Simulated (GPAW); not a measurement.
# CdTe (F-43m) in GPAW: notebook

The runs below take CdTe through band structure, dielectric tensor, G0W0 quasiparticle levels, with PBEsol, PBE, LDA.

Everything below comes from runs of GPAW 26.7.0. Logs are shortened: lines on timing, memory, paths and dates and some standing lists are left out, and cuts for length are marked. The log counts tension as positive stress, the text compression.

**Experimental background.**

A printed reference work, data compilation reports, for a bulk crystal of CdTe at 0 K: band gap 1.607 eV.

How close the calculation comes is told below.

### Step 1. The structure

The structure is cubic, space group F-43m (No. 216). Conventional cell: a = 6.410 Å, b = 6.410 Å, c = 6.410 Å, α = 90.00°, β = 90.00°, γ = 90.00°. Te (site symmetry -43m) has 4 Cd at 2.78 Å as nearest neighbours. Cd (site symmetry -43m) is surrounded by 4 Te at 2.78 Å.

### Step 2. Band structure, PBEsol

run.py

```python
from ase import Atoms
from ase.dft.bandgap import bandgap
from ase.io import write
from ase.units import GPa
from gpaw import GPAW, PW, setup_paths

setup_paths.insert(0, '.')

atoms = Atoms(['Te', 'Cd'],
              cell=[[0.0, 3.205, 3.205],
                    [3.205, 0.0, 3.205],
                    [3.205, 3.205, 0.0]],
              scaled_positions=[[0.75, 0.75, 0.75],
                                [0.0, 0.0, 0.0]],
              pbc=True)

calc = GPAW(mode=PW(600),
            xc='PBEsol',
            kpts={'size': (7, 7, 7), 'gamma': True},
            occupations={'name': 'fermi-dirac', 'width': 0.05},
            nbands=18,
            convergence={'density': 1e-05, 'energy': 1e-05},
            maxiter=150,
            txt='gpaw.txt')
atoms.calc = calc
energy = atoms.get_potential_energy()
forces = atoms.get_forces()
stress = atoms.get_stress()
calc.write('gs.gpw')
write('result.traj', atoms)
print(f'Energy: {energy:.6f} eV')
print('Forces (eV/A):')
print(forces.round(4))
print('Stress (GPa):', (stress / GPa).round(3))
print('Fermi level:', round(calc.get_fermi_level(), 4), 'eV')
print(f'Gap: {bandgap(calc)[0]:.4f} eV, direct: {bandgap(calc, direct=True)[0]:.4f} eV')

path = atoms.cell.bandpath('GXWKGLUWLK,UX', npoints=80, eps=1e-4)
bs_calc = calc.fixed_density(kpts=path, symmetry='off', nbands=31,
                             convergence={'bands': 'CBM+6.0', 'eigenstates': 1e-6}, txt='bands.txt')
bs = bs_calc.band_structure()
bs.write('bs.json')
print(f'Gap on the path: {bandgap(bs_calc)[0]:.4f} eV')
```

Potentials or basis: PAW data sets generated in the run's folder for this functional, pw.

Launch:

```console
> gpaw-setup -f PBEsol Cd Te
> OMP_NUM_THREADS=1 python run.py
```

gpaw.txt:

```text
__  _  _
 | _ |_)|_||  |
 |__||  | ||/\| - 26.7.0

Input parameters:
  mode=PW(ecut=600.0),
  convergence={'density': 1e-05, 'energy': 1e-05},
  kpts=MonkhorstPack(size=(7, 7, 7), gamma=True),
  maxiter=150,
  nbands=18,
  occupations=Occupations(name='fermi-dirac', width=0.05),
  xc=XC(name='PBEsol')

Diagonalizing LCAO Hamiltonian
Converting LCAO to pw mode

                      Te

       Cd

Atoms  # Å, Bohr magnetons
|   | symbol |        x |        y |        z |    initial magnetic moments |
|---|--------|----------|----------|----------|-----------------------------|
| 0 |     Te | 4.807500 | 4.807500 | 4.807500 | ( 0.0000,  0.0000,  0.0000) |
| 1 |     Cd | 0.000000 | 0.000000 | 0.000000 | ( 0.0000,  0.0000,  0.0000) |

Unit cell  # Å
| periodic |        x |        y |        z |  lengths |    angles |
|----------|----------|----------|----------|----------|-----------|
|      yes | 0.000000 | 3.205000 | 3.205000 | 4.532554 | 60.000000 |
|      yes | 3.205000 | 0.000000 | 3.205000 | 4.532554 | 60.000000 |
|      yes | 3.205000 | 3.205000 | 0.000000 | 4.532554 | 60.000000 |

Number of symmetries: 24
Symmetry operations  # r_c * U_cc + t_c -> r_c
|    | kind |            matrix            |
|----|------|------------------------------|
|  0 |  E   |  1, 0, 0,  0, 1, 0,  0, 0, 1 |
|  1 |  σ   |  1, 0, 0,  0, 0, 1,  0, 1, 0 |
|  2 |  σ   |  1, 0,-1,  0, 1,-1,  0, 0,-1 |
|  3 |  C3  |  1, 0,-1,  0, 0,-1,  0, 1,-1 |
|  4 |  C3  |  1,-1, 0,  0,-1, 1,  0,-1, 0 |
|  5 |  σ   |  1,-1, 0,  0,-1, 0,  0,-1, 1 |
|  6 |  σ   |  0, 1, 0,  1, 0, 0,  0, 0, 1 |
|  7 |  C3  |  0, 1, 0,  0, 0, 1,  1, 0, 0 |
|  8 |  C2  |  0, 1,-1,  1, 0,-1,  0, 0,-1 |
|  9 |  S4  |  0, 1,-1,  0, 0,-1,  1, 0,-1 |
| 10 |  C3  |  0, 0, 1,  1, 0, 0,  0, 1, 0 |
| 11 |  σ   |  0, 0, 1,  0, 1, 0,  1, 0, 0 |
| 12 |  S4  |  0, 0,-1,  1, 0,-1,  0, 1,-1 |
| 13 |  C3  |  0, 0,-1,  0, 1,-1,  1, 0,-1 |
| 14 |  S4  |  0,-1, 1,  1,-1, 0,  0,-1, 0 |
| 15 |  C2  |  0,-1, 1,  0,-1, 0,  1,-1, 0 |
| 16 |  C3  |  0,-1, 0,  1,-1, 0,  0,-1, 1 |
| 17 |  S4  |  0,-1, 0,  0,-1, 1,  1,-1, 0 |
| 18 |  S4  | -1, 1, 0, -1, 0, 1, -1, 0, 0 |
| 19 |  C3  | -1, 1, 0, -1, 0, 0, -1, 0, 1 |
| 20 |  C3  | -1, 0, 1, -1, 1, 0, -1, 0, 0 |
| 21 |  S4  | -1, 0, 1, -1, 0, 0, -1, 1, 0 |
| 22 |  σ   | -1, 0, 0, -1, 1, 0, -1, 0, 1 |
| 23 |  C2  | -1, 0, 0, -1, 0, 1, -1, 1, 0 |

BZ-sampling:
  Number of BZ points: 343
  Number of IBZ points: 20

  Monkhorst-Pack size: [7, 7, 7]
  Monkhorst-Pack shift: [0, 0, 0]

K-points  # in reciprocal-cell coordinates
|     |                                coordinates |     weight |
|-----|--------------------------------------------|------------|
|   0 | (  0.00000000,   0.00000000,   0.00000000) | 0.00291545 |
|   1 | (  0.14285714,   0.14285714,   0.00000000) | 0.01749271 |
|   2 | (  0.14285714,   0.14285714,   0.14285714) | 0.02332362 |
|   3 | (  0.28571429,   0.14285714,   0.14285714) | 0.03498542 |
|   4 | (  0.28571429,   0.28571429,   0.00000000) | 0.01749271 |
|   5 | (  0.28571429,   0.28571429,   0.14285714) | 0.06997085 |
|   6 | (  0.28571429,   0.28571429,   0.28571429) | 0.02332362 |
|   7 | (  0.42857143,  -0.28571429,  -0.28571429) | 0.03498542 |
|   8 | (  0.42857143,   0.28571429,  -0.42857143) | 0.13994169 |
|   9 | (  0.42857143,   0.28571429,  -0.28571429) | 0.06997085 |
| ... |                                            |            |
|  19 | (  0.42857143,   0.42857143,   0.42857143) | 0.02332362 |

Plane wave coefficients: 2213
Cutoff: 600.0 eV

Spin-components: 1 (collinear spins)
Bands:           18
Projectors:      11
Spin-degeneracy: 2
Datatype:        complex128

Parallelization:
  kpt:    1
  domain: 1
  band:   1

Density:
  Valence electrons: 18.0
  Components: 1
  Grid points: [27 27 27]
  Charge: 0.0  # |e|

Potential:
  Grid points: [27 27 27]

species:
  Te:
    name:    Tellurium
    Z:       52.0
    valence: 6
    core:    46
    charge:  0.0  # [|e|]
    compensation charges:
      type: gauss
      rc: 0.36  # [Å]
      lmax: 2
    cutoffs:
      filter: 2.09  # [Å]
      core: 3.17  # [Å]
    projectors
    | kind |    occ | energy [eV] | rcut [Å] |
    |------|--------|-------------|----------|
    |   5s |  2.000 |     -15.132 |    1.180 |
    |   5p |  4.000 |      -5.970 |    1.196 |
    |    s |        |      12.080 |    1.180 |
    |    p |        |      21.241 |    1.196 |
    |    d |        |       0.000 |    1.238 |

    Using partial waves for Te as LCAO basis

  Cd:
    name:    Cadmium
    Z:       48.0
    valence: 12
    core:    36
    charge:  0.0  # [|e|]
    compensation charges:
      type: gauss
      rc: 0.38  # [Å]
      lmax: 2
    cutoffs:
      filter: 2.12  # [Å]
      core: 2.62  # [Å]
    projectors
    | kind |    occ | energy [eV] | rcut [Å] |
    |------|--------|-------------|----------|
    |   5s |  2.000 |      -5.696 |    1.191 |
    |   5p |  0.000 |      -1.145 |    1.228 |
    |   4d | 10.000 |     -11.735 |    1.164 |
    |    s |        |      21.516 |    1.191 |
    |    p |        |      26.066 |    1.228 |
    |    d |        |      15.476 |    1.164 |

    Using partial waves for Cd as LCAO basis

Reference energy: -336814.218928  # eV

eigensolver:
  PPCG
  Converge bands: occupied
  niter=2

density mixing:
  MSR1-Mixer
  Pratt-step length: 0.05
  Maximum mixing coefficient: 0.75
  Old densities: 10
  SVD Regularization: 0.005
  Good broyden scale: 1.0
  Trust region scale: 1.0
  Backstep threshold: 4.0
  History deletion threshold: 6.0
  Fourier metric: weight=20.0, sigma=0.015

occupation numbers:
  Fermi-Dirac:
    width: 0.0500  # eV

poisson solver:
  ecut: 4800.0  # eV

xc functional:
  name: PBEsol with 2 nearest neighbor stencil

convergence criteria:
- Maximum integral of absolute [dens]ity change: 1e-05 electrons / valence electron
- Maximum [total energy] change in last 3 cyles: 1e-05 eV / valence electron
- Maximum integral of absolute [eigenst]ate change: 4e-08 eV^2 / valence electron
maximum number of iterations: 150

SCF iterations
|iter     | |      energy | eigst |  dens |
|---------|-|-------------|-------|-------|
|iter:   1| |   -5.976235 | -0.36 |       |
|iter:   2| |   -5.932534 | -2.37 | -1.27 |
|iter:   3| |   -5.760239 | -1.77 | -1.32 |
|iter:   4| |   -5.757023 | -3.40 | -1.79 |
|iter:   5| |   -5.756262 | -3.83 | -2.25 |
|iter:   6| |   -5.756277 | -5.49 | -3.01 |
|iter:   7| |   -5.756280c| -6.74 | -3.59 |
|iter:   8| |   -5.756280c| -7.86c| -4.46 |
|iter:   9| |   -5.756280c| -8.47c| -5.26c|

Converged in 9 steps
Energy contributions relative to reference atoms: (reference = -336814.218928)

Energy contributions:
  Kinetic:          18.644629
  Coulomb:         -16.955363
  Zero:              0.238196
  External:          0.000000
  Xc:               -7.683739
  Entropy:          -0.000005
  Spinorbit:         0.000000
  ----------------------------
  Free energy:      -5.756282
  Extrapolated:     -5.756280

dipole moment: (-16.568166, -16.568166, -16.568166)  # |e|*Ang

Fermi level: 4.357
Eigenvalues  # (at kpt = [0.000, 0.000, 0.000])
| band index |      eig [eV] | occ [0-2] |
|------------|---------------|-----------|
|          0 |        -7.451 |     2.000 |
|          1 |        -4.385 |     2.000 |
|          2 |        -4.385 |     2.000 |
|          3 |        -4.385 |     2.000 |
|          4 |        -4.093 |     2.000 |
|          5 |        -4.093 |     2.000 |
[... 10 lines left out ...]
|         16 |        13.931 |     0.000 |
|         17 |        13.931 |     0.000 |

Gap: 0.756 eV
Transition (v -> c):
  (s=0, k=0, n=8, [0.00, 0.00, 0.00]) -> (s=0, k=0, n=9, [0.00, 0.00, 0.00])
No difference between direct/indirect transitions

Forces  # eV/Ang
|        x |        y |       z |
|----------|----------|---------|
|  0.00000 |  0.00000 | 0.00000 |  # Te   0
| -0.00000 | -0.00000 | 0.00000 |  # Cd   1

Stress tensor  # eV/Ang^3
|         x |         y |         z |
|-----------|-----------|-----------|
| -0.007862 |  0.000000 |  0.000000 |
|  0.000000 | -0.007862 |  0.000000 |
|  0.000000 |  0.000000 | -0.007862 |

# Writing to gs.gpw (mode='')
```

Run time: 88 s. Hardware: 1 thread of Intel Xeon Platinum 8259CL at 2.50GHz (Skylake/Cascade Lake), shared host; peak memory 0.32 GiB.

What came out:

```
Free energy             : -5.7563 eV
Pressure                : 1.3 GPa
Band gap on the k mesh  : 0.76 eV, direct
Band gap along the path : 0.76 eV, direct
```

Levels at the corners of the path, in eV from the valence-band top:
| point | band 7 | band 8 | band 9 | band 10 | band 11 | band 12 |
| --- | --- | --- | --- | --- | --- | --- |
| Γ | 0.00 | 0.00 | 0.00 | 0.76 | 4.52 | 4.52 |
| X | -4.51 | -2.01 | -2.01 | 2.42 | 2.60 | 8.88 |
| W | -4.39 | -2.49 | -2.39 | 4.34 | 4.59 | 5.51 |
| K | -4.41 | -2.75 | -1.67 | 2.79 | 4.50 | 7.32 |
| Γ | 0.00 | 0.00 | 0.00 | 0.76 | 4.52 | 4.52 |
| L | -4.67 | -0.84 | -0.84 | 1.76 | 5.13 | 5.13 |
| U | -4.41 | -2.75 | -1.67 | 2.79 | 4.50 | 7.32 |
| W | -4.39 | -2.49 | -2.39 | 4.34 | 4.59 | 5.51 |
| L | -4.67 | -0.84 | -0.84 | 1.76 | 5.13 | 5.13 |
| K | -4.41 | -2.75 | -1.67 | 2.79 | 4.50 | 7.32 |
| U | -4.41 | -2.75 | -1.67 | 2.79 | 4.50 | 7.32 |
| X | -4.51 | -2.01 | -2.01 | 2.42 | 2.60 | 8.88 |

Caveat: spin-orbit coupling is left out, which moves the levels of the heavy elements.

[end of part 1 of 3]
